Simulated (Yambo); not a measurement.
Here is a Yambo 5.3.0 calculation.

optics5.in

```
optics
chi
tddft
Chimod= "LRC"
% BndsRnXd
 1 | 33 |
%
NGsBlkXd= 2 Ry
% LongDrXd
 0 | 1 | 0 |
%
% QpntsRXd
 1 | 1 |
%
% EnRngeXd
 0 | 15 | eV
%
% DmRngeXd
 0.2 | 0.2 | eV
%
ETStpsXd= 300
LRC_alpha= -0.1
```

Contents of scf.in:

```
&CONTROL
  calculation = 'scf'
  prefix = 'pwscf'
  outdir = './tmp'
  pseudo_dir = './pseudo'
/
&SYSTEM
  ibrav = 0
  A = 4.53255447
  nat = 2
  ntyp = 2
  ecutwfc = 82
  nbnd = 26
  occupations = 'smearing'
  smearing = 'fd'
  degauss = 0.00367493
  force_symmorphic = .true.
/
&ELECTRONS
  conv_thr = 4d-10
  electron_maxstep = 120
  mixing_beta = 0.5
/
ATOMIC_SPECIES
Te   127.6000 Te.upf
Cd   112.4140 Cd.upf
CELL_PARAMETERS alat
   0.0000000000    0.7071067808    0.7071067808
   0.7071067808    0.0000000000    0.7071067808
   0.7071067808    0.7071067808    0.0000000000
ATOMIC_POSITIONS alat
Te     1.0606601712    1.0606601712    1.0606601712
Cd     0.0000000000    0.0000000000    0.0000000000
K_POINTS automatic
8 8 8 0 0 0
```

The input nscf.in:

```
&CONTROL
  calculation = 'nscf'
  prefix = 'pwscf'
  outdir = './tmp'
  pseudo_dir = './pseudo'
/
&SYSTEM
  ibrav = 0
  A = 4.53255447
  nat = 2
  ntyp = 2
  ecutwfc = 82
  nbnd = 38
  occupations = 'fixed'
  force_symmorphic = .true.
/
&ELECTRONS
  conv_thr = 1d-08
  diago_full_acc = .true.
  diago_thr_init = 1d-06
/
ATOMIC_SPECIES
Te   127.6000 Te.upf
Cd   112.4140 Cd.upf
CELL_PARAMETERS alat
   0.0000000000    0.7071067808    0.7071067808
   0.7071067808    0.0000000000    0.7071067808
   0.7071067808    0.7071067808    0.0000000000
ATOMIC_POSITIONS alat
Te     1.0606601712    1.0606601712    1.0606601712
Cd     0.0000000000    0.0000000000    0.0000000000
K_POINTS automatic
6 6 6 0 0 0
```

Potentials or basis: Ansatz NC SR PBE.

Command:

```console
$ OMP_NUM_THREADS=1 pw.x -in scf.in > scf.out
$ OMP_NUM_THREADS=1 pw.x -in nscf.in > nscf.out
$ cd tmp/pwscf.save; p2y; mv SAVE ../..; cd ../..
$ OMP_NUM_THREADS=1 yambo
$ OMP_NUM_THREADS=1 yambo -F optics5.in -J optics5 -C optics5_out
```

Question: Predict the electronic dielectric constant along the field.

Answer: 10.59.

Question: What does it give for the electronic dielectric constant along the field, independent particles?

Answer: 10.74.

Question: Predict the band gap on the k mesh, mean-field level.

Answer: 0.87 eV, direct.

Dielectric function (along the field direction of the input):
```
energy (eV)  real part  imaginary part
       0.25      10.77            1.04
       0.75      11.52            4.17
       1.25       8.42            1.84
       1.76      11.57            2.42
       2.26       8.97            8.83
       2.76       3.95            8.43
       3.26       5.16            6.08
       3.76       8.05            9.77
       4.31       2.55            9.91
       4.82      -1.50            6.43
       5.32      -0.18            5.98
       5.82       1.16            5.90
       6.32      -1.60            5.78
       6.82      -1.86            4.16
       7.32      -1.84            3.71
       7.88      -1.92            2.14
       8.38      -1.42            1.98
       8.88      -0.74            1.35
       9.38      -0.50            1.44
       9.88      -0.80            1.26
      10.38      -0.23            1.05
      10.89      -0.09            0.94
      11.44      -0.25            0.95
      11.94      -0.02            0.85
      12.44      -0.01            0.77
      12.94       0.10            0.69
      13.44       0.14            0.67
      13.95       0.26            0.72
      14.45       0.21            0.56
      15.00       0.29            0.55
```

Caveat: the long-range kernel's strength is typed, not fitted to the crystal's screening; spectra need much finer meshes, so this one isn't converged; independent-particle spectra lack excitons; spin-orbit coupling is left out, which moves the levels of the heavy elements. A k mesh can miss the band edges.
